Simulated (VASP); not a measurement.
# La (P6_3/mmc) in VASP: further runs

Aim: see how the results for La move with the level of theory and the settings. Levels: LDA, PBEsol, PBE. Tasks: band structure.

Program: VASP 6.6.1. These are calculated values, not measurements. Logs are shortened: lines on timing, memory, paths and dates and some standing lists are left out, and cuts for length are marked.

## Step 1: The crystal as given

Symmetry: P6_3/mmc, No. 194, hexagonal system. Conventional cell: a = 3.578 Å, b = 3.578 Å, c = 5.849 Å, α = 90.00°, β = 90.00°, γ = 120.00°. La (site symmetry -6m2) has 12 La at 3.58 Å as nearest neighbours.

This isn't the form of La at room conditions, which is double hcp.

## Step 2: Band structure, LDA

Contents of INCAR:

```
  PREC = Accurate
  ENCUT = 520
  EDIFF = 1E-7
  ISMEAR = 1
  SIGMA = 0.1
  LREAL = F
  LASPH = T
  NELM = 80
  ALGO = Fast
  ISIF = 2
  LWAVE = F
  LCHARG = F
  LMAXMIX = 6
  NBANDS = 18
  ICORELEVEL = 1
```

Contents of KPOINTS:

```
regular mesh
0
Gamma
  12 12 6
```

Contents of POSCAR:

```
La                                      
1.0
    3.5775765138      0.0000000000      0.0000000000
   -1.7887882569      3.0982721413      0.0000000000
    0.0000000000      0.0000000000      5.8486512857
  La            
     2
Direct
     0.3333333300000021    0.6666666699999979    0.2500000000000000
     0.6666666699999979    0.3333333300000021    0.7500000000000000
```

Contents of KPOINTS_OPT:

```
explicit points
186
Reciprocal
 0.0000000000  0.0000000000  0.0000000000 1
 0.0263157895  0.0000000000  0.0000000000 1
 0.0526315789  0.0000000000  0.0000000000 1
 0.0789473684  0.0000000000  0.0000000000 1
 0.1052631579  0.0000000000  0.0000000000 1
 0.1315789474  0.0000000000  0.0000000000 1
[... 178 lines left out ...]
 0.5000000000  0.0000000000  0.5000000000 1
 0.5000000000  0.0000000000  0.0000000000 1
```

Potentials or basis: VASP PAW LDA potentials, release 64 (La).

Run with:

```console
$ cat potpaw_LDA.64/La/POTCAR > POTCAR
$ mpirun -np 1 vasp_std > vasp.out
```

OUTCAR:

```text
PREC = Accurate
   ENCUT = 520
   EDIFF = 1E-7
   ISMEAR = 1
   LREAL = F
   LASPH = T
   NELM = 80
   ISIF = 2

 ion  position               nearest neighbor table
   1  0.333  0.667  0.250-   2 3.58   2 3.58   2 3.58   2 3.58   2 3.58   2 3.58
   2  0.667  0.333  0.750-   1 3.58   1 3.58   1 3.58   1 3.58   1 3.58   1 3.58

  LATTYP: Found a hexagonal cell.
 ALAT       =     3.5775765138
 C/A-ratio  =     1.6348081622

  Lattice vectors:

 A1 = (   3.5775765138,   0.0000000000,   0.0000000000)
 A2 = (  -1.7887882569,   3.0982721413,   0.0000000000)
 A3 = (   0.0000000000,   0.0000000000,   5.8486512857)

Analysis of symmetry for initial positions (statically):
=====================================================================
 Subroutine PRICEL returns:
 Original cell was already a primitive cell.

 Routine SETGRP: Setting up the symmetry group for a
 hexagonal supercell.

 Subroutine GETGRP returns: Found 24 space group operations
 (whereof 12 operations were pure point group operations)
 out of a pool of 24 trial point group operations.

The static configuration has the point symmetry D_3d.
 The point group associated with its full space group is D_6h.

Analysis of symmetry for dynamics (positions and initial velocities):
=====================================================================
 Subroutine PRICEL returns:
 Original cell was already a primitive cell.

 Routine SETGRP: Setting up the symmetry group for a
 hexagonal supercell.

 Subroutine GETGRP returns: Found 24 space group operations
 (whereof 12 operations were pure point group operations)
 out of a pool of 24 trial point group operations.

The dynamic configuration has the point symmetry D_3d.
 The point group associated with its full space group is D_6h.

 Subroutine INISYM returns: Found 24 space group operations
 (whereof 12 operations are pure point group operations),
 and found     1 'primitive' translations

----------------------------------------------------------------------------------------

                                     Primitive cell

  volume of cell :      64.8282

  direct lattice vectors                    reciprocal lattice vectors
     3.577576514  0.000000000  0.000000000     0.279518830  0.161380272  0.000000000
    -1.788788257  3.098272141  0.000000000     0.000000000  0.322760543  0.000000000
     0.000000000  0.000000000  5.848651286     0.000000000  0.000000000  0.170979590

  length of vectors
     3.577576514  3.577576511  5.848651286     0.322760543  0.322760543  0.170979590

  position of ions in fractional coordinates (direct lattice)
     0.333333330  0.666666670  0.250000000
     0.666666670  0.333333330  0.750000000

  ion indices of the primitive-cell ions
   primitive index   ion index
                 1           1
                 2           2

----------------------------------------------------------------------------------------

 KPOINTS: regular mesh

Automatic generation of k-mesh.
 Grid dimensions read from file:
 generate k-points for:   12   12    6

 Generating k-lattice:

  Cartesian coordinates                     Fractional coordinates (reciprocal lattice)
     0.023293236  0.013448356  0.000000000     0.083333333 -0.000000000  0.000000000
     0.000000000  0.026896712  0.000000000     0.000000000  0.083333333  0.000000000
     0.000000000  0.000000000  0.028496598     0.000000000  0.000000000  0.166666667

  Length of vectors
     0.026896712  0.026896712  0.028496598

  Shift w.r.t. Gamma in fractional coordinates (k-lattice)
     0.000000000  0.000000000  0.000000000

 Subroutine IBZKPT returns following result:
 ===========================================

 Found     76 irreducible k-points:

 Following reciprocal coordinates:
            Coordinates               Weight
  0.000000  0.000000  0.000000      1.000000
  0.083333 -0.000000  0.000000      6.000000
  0.166667 -0.000000  0.000000      6.000000
  0.250000 -0.000000  0.000000      6.000000
  0.333333  0.000000  0.000000      6.000000
  0.416667 -0.000000  0.000000      6.000000
[... 16 lines left out ...]
  0.250000 -0.000000  0.166667     12.000000
  0.333333  0.000000  0.166667     12.000000
 [... further k-points ...]
   k-points           NKPTS =     76   k-points in BZ     NKDIM =     76   number of bands    NBANDS=     18
   number of dos      NEDOS =    301   number of ions     NIONS =      2
   total plane-waves  NPLWV =  37632
   dimension x,y,z NGX =    28 NGY =   28 NGZ =   48
   dimension x,y,z NGXF=    56 NGYF=   56 NGZF=   96
   ions per type =               2
   NGX,Y,Z   is equivalent  to a cutoff of  13.01, 13.01, 13.64 a.u.
   NGXF,Y,Z  is equivalent  to a cutoff of  26.02, 26.02, 27.29 a.u.
 SYSTEM =  unknown system
   PREC   = accura    normal or accurate (medium, high low for compatibility)
   ISTART =      0    job   : 0-new  1-cont  2-samecut
   ICHARG =      2    charge: 1-file 2-atom 10-const
   ISPIN  =      1    spin polarized calculation?
   LNONCOLLINEAR =      F non collinear calculations
   LSORBIT =      F    spin-orbit coupling
   LASPH  =      T    aspherical Exc in radial PAW
   ENCUT  =  520.0 eV  38.22 Ry    6.18 a.u.   6.65  6.65 10.87*2*pi/ulx,y,z
   NELM   =     80;   NELMIN=  2; NELMDL= -5     # of ELM steps
   EDIFF  = 0.1E-06   stopping-criterion for ELM
   LREAL  =      F    real-space projection
   EDIFFG = 0.1E-05   stopping-criterion for IOM
   NSW    =      0    number of steps for IOM
   IBRION =     -1    ionic relax: 0-MD 1-quasi-New 2-CG
   NFREE  =      0    steps in history (QN), initial steepest desc. (CG)
   ISIF   =      2    stress and relaxation
   ISYM   =      2    0-nonsym 1-usesym 2-fastsym
   POTIM  = 0.5000    time-step for ionic-motion
   TEBEG  =    0.0;   TEEND  =   0.0 temperature during run
   PSTRESS=    0.0 pullay stress
   NELECT =      22.0000    total number of electrons
   NUPDOWN=      -1.0000    fix difference up-down
   EMIN   =  10.00;   EMAX   =-10.00  energy-range for DOS
   EFERMI =   0.00;   METHOD = LEGACY
   ISMEAR =     1;   SIGMA  =   0.10  broadening in eV -4-tet -1-fermi 0-gaus
   EFERMI_NEDOS =   21; number of points for ismear=-14 and -15
   IALGO  =     68    algorithm
   IMIX   =      4    mixing-type and parameters
     AMIX     =   0.40;   BMIX     =  1.00
     AMIX_MAG =   1.60;   BMIX_MAG =  1.00
  volume/ion in A,a.u.               =      32.41       218.74
  Fermi-wavevector in a.u.,A,eV,Ry     =   1.141899  2.157876 17.741087  1.303933
  Thomas-Fermi vector in A             =   2.278598
   LORBIT       =      0    0 simple, 1 ext, 2 COOP (PROOUT), +10 PAW based schemes
   GGA     = CA    functional components
   LHFCALC =     F    Hartree Fock is set to
   AEXX    =    0.0000 exact exchange contribution
   IVDW    =     0    specifies the selected vdW correction
   LEPSILON=     F    determine dielectric tensor
   LRPA    =     F    only Hartree local field effects (RPA)
 non-spin polarized calculation
 RMM-DIIS sequential band-by-band and
 Methfessel and Paxton  Order N= 1 SIGMA  =   0.10
  energy-cutoff  :      520.00
  volume of cell :       64.83
 maximum number of plane-waves:      1768
 NGX is ok and might be reduce to    28
   NGX = 13   NGY = 13   NGZ = 21

 number of electron      22.0000000 magnetization

 Free energy of the ion-electron system (eV)
  ---------------------------------------------------
  ext. energy  EPLUGINS =         0.00000000
  ---------------------------------------------------
  free energy    TOTEN  =       -11.08676076 eV

  energy without entropy =      -11.08619190  energy(sigma->0) =      -11.08657114

 the core state eigenenergies are
   1-  1s -38489.6057  2s  -6121.3725  2p  -5493.1687  3s  -1296.6807  3p  -1095.3382
       3d   -804.2902  4s   -248.5329  4p   -182.8734  4d    -87.5602
   2-  1s -38489.6057  2s  -6121.3725  2p  -5493.1687  3s  -1296.6807  3p  -1095.3382
       3d   -804.2902  4s   -248.5329  4p   -182.8734  4d    -87.5602

 E-fermi :   9.0127     XC(G=0): -10.3284

 val. band max:        9.0015961595   @ k =   0.2500   0.2500   0.0000
 cond. band min:       9.0136417995   @ k =   0.1667   0.0833   0.1667
 fundamental gap:      0.0120456400
 Fermi energy:         9.0126516828

 k-point     1 :       0.0000    0.0000    0.0000
  band No.  band energies     occupation
      1     -23.5807      2.00000
      2     -23.2460      2.00000
      3      -8.2732      2.00000
      4      -6.4847      2.00000
      5      -6.4847      2.00000
      6      -6.2256      2.00000
[... 10 lines left out ...]
     17      10.8928     -0.00000
     18      10.9463     -0.00000

 k-point     2 :       0.0833   -0.0000    0.0000
  band No.  band energies     occupation
      1     -23.5615      2.00000
      2     -23.2362      2.00000
      3      -8.2315      2.00000
      4      -6.6063      2.00000
      5      -6.5217      2.00000
      6      -6.3488      2.00000
[... 10 lines left out ...]
     17      10.8286     -0.00000
     18      10.9970     -0.00000

 k-point     3 :       0.1667   -0.0000    0.0000
  band No.  band energies     occupation
      1     -23.5078      2.00000
      2     -23.2100      2.00000
      3      -8.1107      2.00000
      4      -6.9284      2.00000
      5      -6.6663      2.00000
      6      -6.6170      2.00000
[... 10 lines left out ...]
     17      10.7995     -0.00000
     18      10.9051     -0.00000

 k-point     4 :       0.2500   -0.0000    0.0000
  band No.  band energies     occupation
      1     -23.4302      2.00000
      2     -23.1767      2.00000
      3      -7.9254      2.00000
      4      -7.3458      2.00000
      5      -7.0639      2.00000
      6      -6.7378      2.00000
[... 10 lines left out ...]
     17      10.9379     -0.00000
     18      11.2028      0.00000

 k-point     5 :       0.3333    0.0000    0.0000
  band No.  band energies     occupation
      1     -23.3454      2.00000
      2     -23.1485      2.00000
      3      -7.7397      2.00000
      4      -7.7014      2.00000
      5      -7.4305      2.00000
      6      -6.8509      2.00000
[... 10 lines left out ...]
     17      11.0068     -0.00000
     18      11.2933      0.00000

 k-point     6 :       0.4167   -0.0000    0.0000
  band No.  band energies     occupation
      1     -23.2745      2.00000
      2     -23.1353      2.00000
      3      -8.0147      2.00000
      4      -7.6838      2.00000
      5      -7.4863      2.00000
      6      -6.9299      2.00000
[... 10 lines left out ...]
     17      11.0011     -0.00000
     18      11.0520      0.00000

 k-point     7 :       0.5000   -0.0000    0.0000
  band No.  band energies     occupation
      1     -23.2444      2.00000
      2     -23.1344      2.00000
      3      -8.1128      2.00000
      4      -7.7738      2.00000
      5      -7.3819      2.00000
      6      -6.9581      2.00000
[... 10 lines left out ...]
     17      11.0615      0.00000
     18      11.0898      0.00000

 k-point     8 :       0.0833    0.0833    0.0000
  band No.  band energies     occupation
      1     -23.5251      2.00000
      2     -23.2182      2.00000
      3      -8.1502      2.00000
      4      -6.8024      2.00000
      5      -6.6718      2.00000
      6      -6.4922      2.00000
[... 10 lines left out ...]
     17      10.8752     -0.00000
     18      10.9598     -0.00000

 k-point     9 :       0.1667    0.0833    0.0000
  band No.  band energies     occupation
      1     -23.4593      2.00000
      2     -23.1884      2.00000
      3      -7.9967      2.00000
      4      -7.1447      2.00000
      5      -6.9797      2.00000
      6      -6.6533      2.00000
[... 10 lines left out ...]
     17      10.8938     -0.00000
     18      11.1375      0.00000

 k-point    10 :       0.2500    0.0833    0.0000
  band No.  band energies     occupation
      1     -23.3777      2.00000
      2     -23.1578      2.00000
      3      -7.7904      2.00000
      4      -7.5435      2.00000
      5      -7.3046      2.00000
      6      -6.8188      2.00000
[... 10 lines left out ...]
     17      10.9350     -0.00000
     18      11.1915      0.00000

 k-point    11 :       0.3333    0.0833    0.0000
  band No.  band energies     occupation
      1     -23.2986      2.00000
      2     -23.1381      2.00000
      3      -7.8745      2.00000
      4      -7.5743      2.00000
      5      -7.5645      2.00000
      6      -6.9487      2.00000
[... 10 lines left out ...]
     17      11.0135      0.00000
     18      11.0928      0.00000

 k-point    12 :       0.4167    0.0833    0.0000
  band No.  band energies     occupation
      1     -23.2450      2.00000
      2     -23.1339      2.00000
      3      -8.0589      2.00000
      4      -7.7263      2.00000
      5      -7.3863      2.00000
      6      -7.0192      2.00000
[... 10 lines left out ...]
     17      11.0166      0.00000
     18      11.0878      0.00000

 k-point    13 :       0.1667    0.1667    0.0000
  band No.  band energies     occupation
      1     -23.3892      2.00000
      2     -23.1615      2.00000
      3      -7.8212      2.00000
      4      -7.3661      2.00000
      5      -7.3464      2.00000
      6      -6.7776      2.00000
[... 10 lines left out ...]
     17      11.1000      0.00000
     18      11.1642      0.00000

 k-point    14 :       0.2500    0.1667    0.0000
  band No.  band energies     occupation
      1     -23.3122      2.00000
      2     -23.1401      2.00000
      3      -7.6860      2.00000
      4      -7.6072      2.00000
      5      -7.5326      2.00000
      6      -6.9685      2.00000
      7      -6.6521      2.00000
      8      -6.5616      2.00000
      9       8.1394      2.00000
     10       8.2480      2.00000
     11       8.4279      2.00000
     12       9.2584     -0.00280

------------------------ aborting loop because EDIFF is reached ----------------------------------------

  FORCE on cell =-STRESS in cart. coord.  units (eV):
  Direction    XX          YY          ZZ          XY          YZ          ZX
  --------------------------------------------------------------------------------------
  -------------------------------------------------------------------------------------
  Total       -0.0053475     -0.0053475     -0.0018886      0.0000000      0.0000000     -0.0000000
  in kB       -0.1321582     -0.1321582     -0.0466745      0.0000000      0.0000000     -0.0000000
  external PRESSURE =      -0.1036636 kB  Pullay stress =       0.0000000 kB

 VOLUME and BASIS-vectors are now :
 -----------------------------------------------------------------------------
  energy-cutoff  :      520.00
  volume of cell :       64.83
      direct lattice vectors                 reciprocal lattice vectors
     3.577576514  0.000000000  0.000000000     0.279518830  0.161380272  0.000000000
    -1.788788257  3.098272141  0.000000000     0.000000000  0.322760543  0.000000000
     0.000000000  0.000000000  5.848651286     0.000000000  0.000000000  0.170979590

 POSITION                                       TOTAL-FORCE (eV/Angst)
 -----------------------------------------------------------------------------------
     -0.00000      2.06551      1.46216        -0.000000      0.000000      0.000000
      1.78879      1.03276      4.38649         0.000000     -0.000000      0.000000
 -----------------------------------------------------------------------------------
    total drift:                               -0.000008      0.000005     -0.000000

  FREE ENERGIE OF THE ION-ELECTRON SYSTEM (eV)
  ---------------------------------------------------
  free  energy   TOTEN  =       -11.0867607600 eV

  energy  without entropy=      -11.0861919005  energy(sigma->0) =      -11.08657114
```

Run time: 7.8 min. Hardware: 1 thread of Intel Xeon Platinum 8488C (Sapphire Rapids), shared host; peak memory 0.28 GiB.

Results:

```yaml
Free_energy: -11.0868 eV
Pressure: 0.0 GPa
Band_gap_along_the_path: none (metal or under the smearing width)
```

Levels at the corners of the path, in eV from the Fermi level:
```tsv
point	band 8	band 9	band 10	band 11	band 12	band 13	band 14	band 15
Γ	-15.23	-3.02	-1.88	1.02	1.41	1.41	1.54	1.64
M	-15.50	-1.92	-1.36	-1.17	1.35	1.48	1.49	1.52
M	-15.50	-1.92	-1.36	-1.17	1.35	1.48	1.49	1.52
K	-16.04	-1.62	0.36	0.36	0.60	0.93	0.93	1.69
K	-16.04	-1.62	0.36	0.36	0.60	0.93	0.93	1.69
Γ	-15.23	-3.02	-1.88	1.02	1.41	1.41	1.54	1.64
Γ	-15.23	-3.02	-1.88	1.02	1.41	1.41	1.54	1.64
A	-15.37	-1.67	-1.67	0.71	0.71	1.49	1.49	1.49
A	-15.37	-1.67	-1.67	0.71	0.71	1.49	1.49	1.49
L	-15.74	-1.87	-1.87	-0.60	-0.60	1.69	1.69	1.89
L	-15.74	-1.87	-1.87	-0.60	-0.60	1.69	1.69	1.89
H	-15.59	-0.78	-0.78	-0.22	-0.22	1.24	1.24	1.60
H	-15.59	-0.78	-0.78	-0.22	-0.22	1.24	1.24	1.60
A	-15.37	-1.67	-1.67	0.71	0.71	1.49	1.49	1.49
L	-15.74	-1.87	-1.87	-0.60	-0.60	1.69	1.69	1.89
M	-15.50	-1.92	-1.36	-1.17	1.35	1.48	1.49	1.52
K	-16.04	-1.62	0.36	0.36	0.60	0.93	0.93	1.69
H	-15.59	-0.78	-0.78	-0.22	-0.22	1.24	1.24	1.60
```

Core levels (eV, on the scale of the bands):
| atom | levels |
| --- | --- |
| 1 La | 1s -38489.6, 2s -6121.4, 2p -5493.2, 3s -1296.7, 3p -1095.3, 3d -804.3, 4s -248.5, 4p -182.9, 4d -87.6 |
| 2 La | 1s -38489.6, 2s -6121.4, 2p -5493.2, 3s -1296.7, 3p -1095.3, 3d -804.3, 4s -248.5, 4p -182.9, 4d -87.6 |

Caveat: spin-orbit coupling is left out, which moves the levels of the heavy elements.

(Part 1 of 2 ends here.)
